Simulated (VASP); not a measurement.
A run of VASP 6.6.1 is set up as follows.

File INCAR:

```
SYSTEM = Ge
PREC = Accurate ; ENCUT = 520
EDIFF = 1E-7 ; ISMEAR = 1
SIGMA = 0.05 ; LREAL = .FALSE.
LASPH = .TRUE. ; NELM = 100
ALGO = Normal ; ISIF = 2
LWAVE = .FALSE. ; LCHARG = .FALSE.
GGA = PS ; NBANDS = 13
```

KPOINTS

```
regular mesh
0
G
  4 4 4
  0 0 0
```

Contents of POSCAR:

```
Ge
1.0
    2.9520690000      0.0000000000      0.0000000000
   -1.6295889250      2.4615343419      0.0000000000
    0.0000000000      0.0000000000      2.6982310000
Ge
1
Direct
    0.5000000000      0.5000000000      0.0000000000
```

Potentials or basis: VASP PAW PBE potentials, release 64 (Ge_d).

Run with:

```bash
$ cat potpaw_PBE.64/Ge_d/POTCAR > POTCAR
$ mpirun -np 1 vasp_std > vasp.out
```

(1) Predict the band gap on the k mesh.

(2) What does it give for the pressure?

## Answers

(1) none (metal or under the smearing width).

(2) -2.2 GPa.

Caveat: the k mesh is coarse (spacing up to 0.64 Å⁻¹), so the values aren't converged; the PAW data sets were made with another functional, which shifts forces and pressure a little.
